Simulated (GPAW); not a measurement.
MgB2:

```
CELL_PARAMETERS angstrom
3.08500 0.00000 0.00000
-1.54250 2.67169 0.00000
0.00000 0.00000 3.52300
ATOMIC_POSITIONS crystal
Mg 0.00000 0.00000 0.00000
B 0.66667 0.33333 0.50000
B 0.33333 0.66667 0.50000
```

* Program: GPAW 26.7.0
* Task: relaxation of cell and atoms
* Functional: PBEsol
* Dispersion: D4
* Potentials or basis: PAW data sets generated in the run's folder for this functional
* Cutoff: 800 eV
* Basis: pw
* k mesh: 7 × 7 × 6
* Occupations: fermi-dirac, width 0.05 eV
* Spin: no spin polarisation

At the start: pressure -5.5 GPa; volume 9.68 Å³/atom.

Q: Where does the relaxation end?

A: Over 7 steps the energy falls by 5.8 meV/atom and the volume is 9.34 Å³/atom (-3.5 %); space group P6/mmm (No. 191, to 0.05 Å).

Step by step:
```
step  energy change (eV)  largest force (eV/Å)  pressure (GPa)  volume (Å³)
   1              0.0000                0.0000           -5.50        29.04
   2             -0.0044                0.0000           -4.80        28.90
   3             -0.0170                0.0000            0.06        28.01
   4             -0.0171                0.0000           -0.08        28.03
   5             -0.0172                0.0000           -0.25        28.05
   6             -0.0173                0.0000           -0.25        28.04
   7             -0.0173                0.0000           -0.11        28.01
```

Final structure:
```
Mg B
1.0
     3.04923    0.00000    0.00000
    -1.52461    2.64071    0.00000
     0.00000    0.00000    3.47819
Mg B
1 2
Cartesian
  0.0000 0.0000 0.0000
  1.5246 0.8802 1.7391
  0.0000 1.7605 1.7391
```

Caveat: later steps reuse the first step's grids; pairwise dispersion overbinds metals, which lowers pressure and volume.
